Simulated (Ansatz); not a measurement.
**Computed scan of one atom of the cell: CoPt (CuAu type, space group P4/mmm)**

CoPt (CuAu type, space group P4/mmm)

```xyz
2
Lattice="2.6763 0.0000 0.0000 0.0000 2.6763 0.0000 0.0000 0.0000 3.7275" Properties=species:S:1:pos:R:3 pbc="T T T"
Co     1.3382     1.3382     1.8638
Pt     0.0000     0.0000     0.0000
```

In each cell atom 2 (Pt, nearest neighbour Co at 2.656 Å; its periodic images, 2.7 Å or more away, move with it) moves by s·(0.577, 0.577, 0.577) (along Cartesian [111]), the rest being held.

Method: r2SCAN (plane waves to 500 eV, PAW, scalar-relativistic; Ansatz, a quantum-chemistry and plane-wave program). k mesh 14×14×10 (Γ-centred), Fermi-Dirac smearing 0.05 eV. The energy includes the smearing's −TS. Stress and pressure are positive under compression. Left out: 2 of 11 points, with atoms too close for the PAW data. With partly filled bands, energies and forces of such displacements shift with the k mesh and the smearing. F∥ is the force on the atom along that direction. F⊥ is the part of the force across the line. On this mesh the relaxed cell isn't quite at rest: it carries a pressure of -0.2 GPa (compression positive) at the zero of the scan. CoPt was relaxed with its symmetry unable to fall. Relaxed CoPt ends ferromagnetic. Spin-orbit coupling is left out, though Pt is heavy. Other magnetic orders were not checked, so this need not be the ground state. The zero of ΔE is the undisplaced structure.

```tsv
s (Å)	ΔE (meV/cell)	|F⊥| (eV/Å)	F∥ (eV/Å)	P (GPa)
-0.640	1969	2.887	8.949	42.8
-0.480	883	1.523	4.909	20.7
-0.320	319	0.715	2.359	8.1
-0.160	69	0.268	0.906	1.8
0.000	0	0.000	0.000	-0.2
0.160	69	0.268	-0.906	1.8
0.320	319	0.715	-2.359	8.1
0.480	883	1.523	-4.909	20.7
0.640	1969	2.887	-8.949	42.8
```

Key numbers:

The energy at s = 0.640 Å is 1969 meV/cell, the force along the line at s = -0.640 Å is 8.95 eV/Å and the force constant k = d²E/ds² at s = 0 (finite differences) is 5.09 eV/Å². Symmetry of the curve: even: the same for both signs. Shape of the curve: a single well with its minimum at or next to zero displacement. Harmonic estimate at the end of the scan: ½ks² = 1043 meV/cell against the computed 1969 meV/cell, so the well is stiffer than harmonic there.

The 11 points together took about 27 core-minutes (a rough figure).

(For displaced atoms, the force is minus the slope of the energy, and its curvature is a force constant, which sets phonon frequencies.)
